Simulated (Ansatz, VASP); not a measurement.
TaN in VASP and in Ansatz

The input INCAR:

```
PREC = Accurate ; ENCUT = 520
EDIFF = 1E-6 ; ISMEAR = 0
SIGMA = 0.15 ; LREAL = F
LASPH = T ; NELM = 100
ALGO = Normal ; ISIF = 2
LWAVE = F ; LCHARG = F
GGA = PS ; NBANDS = 15
```

The input KPOINTS:

```
Automatic mesh
0
Gamma
  20 20 20
```

File POSCAR:

```
TaN
1.0
   -0.1041764838      2.1281767411      2.1281767411
    2.1281767411     -0.1041764838      2.1281767411
    2.1281767411      2.1281767411     -0.1041764838
Ta N
1 1
Direct
    0.5000000000      0.5000000000      0.5000000000
    0.0000000000      0.0000000000      0.0000000000
```

Input for Ansatz:

```yaml
crystal:
  lattice:
    - [-0.1041764838, 2.1281767411, 2.1281767411]
    - [2.1281767411, -0.1041764838, 2.1281767411]
    - [2.1281767411, 2.1281767411, -0.1041764838]
  atoms:
    - { symbol: Ta, position: [0.5, 0.5, 0.5] }
    - { symbol: "N", position: [0.0, 0.0, 0.0] }
basis:
  ecutwfc: 420
kpoints:
  mp_grid: { grid: [20, 20, 20] }
hamiltonian:
  xc: pbesol
scf:
  occupations: { method: gaussian, width: 0.15 }
output:
  forces: true
  stress: true
  eigenvalues: true
```

Alike in both runs: task single point; functional PBEsol; k mesh 20 × 20 × 20; occupations gaussian, width 0.15 eV; no spin polarisation.

|  | VASP | Ansatz |
| --- | --- | --- |
| version | VASP 6.6.1 | Ansatz 0.2.0 |
| potentials or method | VASP PAW PBE potentials, release 64 (Ta_pv, N) | scalar-relativistic, plane waves, PAW |
| plane-wave cutoff (eV) | 520 | 420 |
| valence electrons in the cell | 16 | 18 |

```tsv
	VASP	Ansatz	Ansatz less VASP
gap on the k mesh at the Fermi level (eV)	none	none	-
pressure (GPa)	5.7	4.7	-1.04
largest component of the traceless stress (GPa)	3.72	3.74	+0.022
```

A gap of «none» marks a metal or a gap that the smearing closes. With one functional, cell and mesh, what is left measures potentials, basis and numerics. The two sets of potentials don't hold the same shells in valence.

Caveats: the PAW data sets were made with another functional, which shifts forces and pressure a little (VASP). Spin-orbit coupling is left out, which matters for the levels of Ta.
